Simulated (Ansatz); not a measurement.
# Is this HfB2 structure stable?

It was relaxed at this level from a cell as deposited in COD.

Theory: DFT PBE, scalar-relativistic, plane waves, PAW (Ansatz). Plane waves to 420 eV, an 18×18×14 mesh through Γ for the 3-atom cell and 0.10 eV Gaussian smearing; no spin polarisation.

```xyz
3
Lattice="3.1460 0.0000 0.0000 -1.5730 2.7245 0.0000 0.0000 0.0000 3.4851" Properties=species:S:1:pos:R:3 pbc="T T T"
Hf    0.0000    0.0000    0.0000
B     0.0000    1.8163    1.7425
B     1.5730    0.9082    1.7425
```

The zero of energy is the elements' standard structures at the same level; no fitted shifts are applied.

Question: These tests were run: energy against the elements; random kick, then relaxation without symmetry; phonons on a 3×3×2 q mesh; elastic tensor. What do they show?

Answer:

```csv
test,result
energy against the elements,−1.01 eV/atom
"random kick, then relaxation without symmetry",returns
phonons on a 3×3×2 q mesh,no imaginary mode on the mesh
elastic tensor,least eigenvalue 258 GPa
```

It fails none of these tests. Competing phases weren't compared here.

These runs have no spin–orbit coupling, which can matter for Hf. The kick test ran on a coarse mesh. The run for the phonons used an 18×18×14 k mesh and Fermi–Dirac smearing of 0.15 eV. The run for the elastic tensor used an 18×18×14 k mesh and Fermi–Dirac smearing of 0.15 eV.
